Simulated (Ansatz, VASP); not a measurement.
# Cross-check of BN (BN(110)) between VASP and Ansatz, part 3 of 3

Aim: how closely do two programs agree when they are given the same cell, functional and k mesh? The structure shown is the end of the VASP relaxation below.

VASP 6.6.1 and Ansatz 0.2.0.

So far: The starting structure; VASP: relaxation, PBE; Ansatz: single point, PBE; Side by side; VASP: band structure, PBE.

### 5. VASP: band structure, PBE (continued)

Level of this step: PBE; plane waves and PAW (B, N) (VASP).

Numbers of over 12 decimals in the logs are rounded to 6 here.

OUTCAR, selected parts (step 5):

```text
  Total       -3.9989164      0.8792454     -2.1263401      0.0000000      0.0000000      0.0000000
  in kB      -26.2573783      5.7732336    -13.9618113      0.0000000      0.0000000      0.0000000
  external PRESSURE =     -11.4819853 kB  Pullay stress =       0.0000000 kB

 POSITION                                       TOTAL-FORCE (eV/Angst)
 -----------------------------------------------------------------------------------
      0.00000      0.17537      8.21099         0.000000     -0.021772      0.016486
      1.28178      1.80856      9.21872         0.000000     -0.000970      0.009203
      0.00000      3.61683     10.57203         0.000000      0.012168     -0.019278
      1.28178      1.79380     11.83952         0.000000      0.007155      0.012458
      0.00000      3.60844     13.12712         0.000000      0.024030      0.000000
      1.28178      1.79380     14.41472         0.000000      0.007155     -0.012458
      0.00000      3.61683     15.68221         0.000000      0.012168      0.019278
      1.28178      1.80856     17.03552         0.000000     -0.000970     -0.009203
      0.00000      0.17537     18.04325         0.000000     -0.021772     -0.016486
      0.00000      2.68879      9.24339         0.000000      0.001616      0.004792
      1.28178      0.84032      7.99403         0.000000     -0.012273      0.017470
      0.00000      2.70060     11.84065         0.000000      0.000344      0.016778
      1.28178      0.89466     10.56035         0.000000     -0.007776      0.015924
      0.00000      2.70060     14.41360         0.000000      0.000344     -0.016778
[...]
-----------------------------------------------------------------------------------
    total drift:                                0.000000     -0.011577     -0.000021

  FREE ENERGIE OF THE ION-ELECTRON SYSTEM (eV)
  ---------------------------------------------------
  free  energy   TOTEN  =      -153.8482255554 eV

  energy  without entropy=     -153.8482255554  energy(sigma->0) =     -153.84822556

[... 2 parts as in an earlier step ...]

[... 1 further part left out ...]
[key lines of the parts left out:]
E-fermi :  -0.2941
```

### 6. Ansatz: band structure, PBE

The same cell, functional, mesh and smearing now go to Ansatz, which takes its cutoff from its data sets.

Input file input.yaml:

```yaml
crystal:
  lattice:
    - [2.5635602994, 0.0, 0.0]
    - [0.0, 3.6254217434, 0.0]
    - [0.0, 0.0, 26.2542411977]
  atoms:
    - { symbol: B, position: [0.0, 0.0483727685, 0.3127490177] }
    - { symbol: B, position: [0.5, 0.4988551026, 0.3511326894] }
    - { symbol: B, position: [0.0, 0.9976305131, 0.4026790427] }
    - { symbol: B, position: [0.5, 0.4947850503, 0.450956447] }
    - { symbol: B, position: [0.0, 0.9953156419, 0.5] }
    - { symbol: B, position: [0.5, 0.4947850503, 0.549043553] }
    - { symbol: B, position: [0.0, 0.9976305131, 0.5973209573] }
    - { symbol: B, position: [0.5, 0.4988551026, 0.6488673106] }
    - { symbol: B, position: [0.0, 0.0483727685, 0.6872509823] }
    - { symbol: "N", position: [0.0, 0.7416491882, 0.3520721715] }
    - { symbol: "N", position: [0.5, 0.2317859648, 0.3044851559] }
    - { symbol: "N", position: [0.0, 0.7449072591, 0.4509993346] }
    - { symbol: "N", position: [0.5, 0.2467729057, 0.4022340379] }
    - { symbol: "N", position: [0.0, 0.7449072591, 0.5490006654] }
    - { symbol: "N", position: [0.5, 0.2451668533, 0.5] }
    - { symbol: "N", position: [0.0, 0.7416491882, 0.6479278285] }
    - { symbol: "N", position: [0.5, 0.2467729057, 0.5977659621] }
    - { symbol: "N", position: [0.5, 0.2317859648, 0.6955148441] }
hamiltonian:
  xc: pbe
  pseudopotentials: { kind: paw }
kpoints:
  mp_grid: { grid: [9, 7, 1] }
  band_path:
    path:
      - [0.0, 0.0, 0.0]
      - [0.07692, 0.0, 0.0]
      - [0.15385, 0.0, 0.0]
      - [0.26923, 0.0, 0.0]
      - [0.34615, 0.0, 0.0]
      - [0.42308, 0.0, 0.0]
      - [0.5, 0.0, 0.0]
      - [0.5, 0.07692, 0.0]
      - [0.5, 0.19231, 0.0]
      - [0.5, 0.26923, 0.0]
      - [0.5, 0.34615, 0.0]
      - [0.5, 0.46154, 0.0]
      - [0.5, 0.5, 0.0]
      - [0.42308, 0.5, 0.0]
      - [0.30769, 0.5, 0.0]
      - [0.23077, 0.5, 0.0]
      - [0.11538, 0.5, 0.0]
      - [0.03846, 0.5, 0.0]
      - [0.0, 0.5, 0.0]
      - [0.0, 0.38462, 0.0]
      - [0.0, 0.30769, 0.0]
      - [0.0, 0.23077, 0.0]
      - [0.0, 0.11538, 0.0]
      - [0.0, 0.03846, 0.0]
      - [0.03846, 0.03846, 0.0]
      - [0.11538, 0.11538, 0.0]
      - [0.19231, 0.19231, 0.0]
      - [0.30769, 0.30769, 0.0]
      - [0.38462, 0.38462, 0.0]
      - [0.5, 0.5, 0.0]
    npoints: 1
scf:
  occupations: { method: gaussian, width: 0.03 }
  n_extra_bands: 15
efield:
  axis: 3
  dipole_correction: true
  ramp_width: 0.04
output:
  forces: true
  eigenvalues: true
```

Command:

```sh
> ansatz run input.yaml --threads 8 --pin off --max-ram 18432MiB --backend cpu --events-out ev --progress --plain --runs-dir out
```

The program printed:

```text
[...]
Crystal: 18 atoms, lattice volume = 244.007 Å³
Basis set: ecut = 420 eV, 4795 PW (Γ), exchange–correlation on 36×50×360 points (8 copies of the dense FFT grid, shifted against one another)
Bands: 51, of which v1, the nominal top of the filled ones, is band 36 counted from 1 (35 counted from 0)
Symmetry: 2 space group operations
[...]
k-point 0: bands = [... 32 lower, 0.4443, 0.7507, 1.0836, 1.2052, 5.6349, 6.3243, 6.6598, 6.9739, ... 11 higher]
  k-point 1: bands = [... 32 lower, 0.1669, 0.3845, 0.9993, 1.1719, 5.7825, 6.2851, 6.7003, 7.1631, ... 11 higher]
  k-point 2: bands = [... 32 lower, -0.4436, -0.4373, 0.9293, 0.9988, 5.9729, 6.1740, 7.0266, 7.7766, ... 11 higher]
  k-point 19: bands = [... 32 lower, -1.3472, -1.2668, 0.9912, 1.0830, 5.2350, 5.2881, 9.5790, 9.6245, ... 11 higher]
[key lines of the parts left out:]
SCF converged after 7 iterations
Free energy (F): -4877.271453 eV
Fermi energy:    2.543533 eV
Dipole field:    D = -0.000002 V/Å  (p = -0.000002 e·Å, saw-weighted, corrected)
Work function:   Φ+ = 5.3239 eV   Φ− = 5.3239 eV
```

It took 16 s on 8 threads of Arm Neoverse N1, shared host; peak memory 0.94 GiB; 2.1 min of CPU time.

### 7. Side by side

Both answers:

```
                     quantity  Ansatz   VASP  difference
gap over the path points (eV)   2.481  2.464      +0.016
```

Levels at points of the path, from each program's valence-band top (eV; 4 filled, then empty):

```
k (reciprocal lattice)                                  Ansatz                                    VASP
     0.000 0.000 0.000   -0.76 -0.45 -0.12 0.00 4.43 5.12 5.46   -0.77 -0.46 -0.12 0.00 4.41 5.11 5.45
     0.077 0.000 0.000  -1.17 -0.90 -0.17 -0.14 4.73 5.22 5.58  -1.18 -0.91 -0.17 -0.13 4.71 5.21 5.58
     0.154 0.000 0.000  -1.84 -1.47 -0.46 -0.36 4.99 5.20 6.13  -1.85 -1.48 -0.46 -0.36 4.99 5.20 6.13
     0.269 0.000 0.000  -2.82 -1.80 -0.86 -0.69 4.42 4.51 6.15  -2.83 -1.80 -0.86 -0.69 4.41 4.51 6.14
     0.346 0.000 0.000  -3.15 -2.09 -0.89 -0.74 3.61 3.66 5.44  -3.16 -2.10 -0.88 -0.74 3.60 3.65 5.43
     0.423 0.000 0.000  -3.41 -2.50 -0.71 -0.59 2.84 2.85 4.96  -3.42 -2.51 -0.70 -0.59 2.83 2.84 4.95
     0.500 0.000 0.000  -3.02 -2.98 -0.58 -0.47 2.48 2.53 4.68  -3.03 -2.99 -0.57 -0.46 2.46 2.51 4.66
     0.500 0.077 0.000  -3.00 -2.97 -0.56 -0.45 2.59 2.61 4.88  -3.01 -2.98 -0.55 -0.44 2.58 2.60 4.86
     0.500 0.192 0.000  -2.93 -2.91 -0.46 -0.35 3.04 3.07 5.81  -2.94 -2.91 -0.44 -0.34 3.02 3.06 5.80
     0.500 0.269 0.000  -2.91 -2.81 -0.36 -0.26 3.41 3.46 6.56  -2.92 -2.82 -0.35 -0.25 3.40 3.45 6.54
```

At this near-relaxed geometry the largest component of a force difference is 32 meV/Å. Among the levels compared at these points, filled levels agree within 12 meV and empty ones within 19 meV.

### 8. Outcome

```json
{
  "difference in gap on the k mesh (single point, PBE)": "0.015 eV",
  "r.m.s. force difference (single point, PBE)": "9.6 meV/Å",
  "difference in gap over the path points (band structure, PBE)": "0.016 eV",
  "r.m.s. force difference (band structure, PBE)": "9.6 meV/Å"
}
```

The r.m.s. force difference is 9.6 meV/Å (single point, PBE), within the 12 meV/Å picked in this series as the mark of a large difference. How closely two codes agree says nothing of how well the functional describes the real material.

[Lines on the potential files, build, host, timing and source positions are cut from VASP's logs without a mark.]

[Logs are printed without paths, hosts, clocks, repeated set-up lines and the standing remarks that a program may print on its own settings, such as how far it seeks lower states.]

[Hosts, paths, dates, database ids (printed as entryN), source tags and the programs' standing remarks are cut or masked in the printed files.]
